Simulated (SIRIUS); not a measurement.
## Eu under changes of volume

One of the cells (48.859 Å³/atom); the others are scaled copies at fixed shape and fractional positions:

```
Eu
1.0
    -2.30300    2.30300    2.30300
     2.30300   -2.30300    2.30300
     2.30300    2.30300   -2.30300
Eu
1
Direct
  0.00000 0.00000 0.00000
```

* Program: SIRIUS 7.12.0
* Functional: LDA
* Potentials or basis: all-electron FP-LAPW
* Cutoff: 168 eV
* Basis: apw+lo standard
* k mesh: 8 × 8 × 8
* Occupations: fermi-dirac, width 0.05 eV
* Spin: collinear spin, ferromagnetic start
* Starting moments: [7.0] μB

| volume (Å³/atom) | energy over the lowest point (meV/atom) | moment (μB per cell) |
| --- | --- | --- |
| 45.927 | 0.00 | 7.29 |
| 46.904 | ? | ? |
| 47.882 | 43.29 | 7.32 |
| 48.859 | 65.72 | 7.33 |
| 49.836 | 88.31 | 7.35 |
| 50.813 | 111.35 | 7.36 |
| 51.790 | 134.96 | 7.36 |

**Question.** What does the run at 46.904 Å³/atom give?

**Answer.** Energy over the lowest point 21.08 meV/atom; moment 7.30 μB per cell.

Worked out: A Birch-Murnaghan fit of order 3 (a polynomial in V^(-2/3)) to the other rows has no minimum within the range. It gives 21.47 meV/atom at 46.904 Å³/atom, against the run's 21.08. A parabola through the other rows of the moment, of slope 0.0166 μB per Å³/atom there, gives 7.31 μB, against the run's 7.30.

Energies are extrapolated to zero smearing.
